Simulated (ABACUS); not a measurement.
**Sn in ABACUS: the effect of strain along c**

Crystal: Sn.

```
CELL_PARAMETERS angstrom
-1.99864 2.05974 1.63576
2.05974 -1.99864 1.63576
1.90744 1.90744 -1.56111
ATOMIC_POSITIONS crystal
Sn 0.00000 0.00000 0.00000
```

The cell isn't the ideal one: cell strained by -0.06 along c.

Alike in all runs:

| Property | Result |
| --- | --- |
| Program | ABACUS 3.10.1 |
| Task | single point |
| Functional | PBE |
| Potentials or basis | PseudoDojo NC SR 0.4.1 PBE standard |
| Cutoff | 993 eV |
| Density cutoff | 3973 eV |
| Basis | plane waves |
| k mesh | 7 × 7 × 7 |
| Occupations | fermi-dirac, width 0.05 eV |
| Spin | no spin polarisation |
| Radial cutoff of the potentials (pseudo_rcut) | 7 bohr |
| SCF threshold on the density | 1e-08 |
| Max SCF steps | 100 |
| Eigensolver | dav |
| Mixing | broyden |
| Mixing share | 0.7 |

```csv
strain along c,pressure (GPa)
-0.06,5.8
-0.03,3.6
0,?
0.03,0.2
0.06,-1.1
```

Q: What does the run with strain along c 0 give?

A: Pressure 1.7 GPa.

Worked out: A parabola through the other rows of the pressure, of slope -57.3 GPa per unit of strain along c there, gives 1.7 GPa, against the run's 1.7.
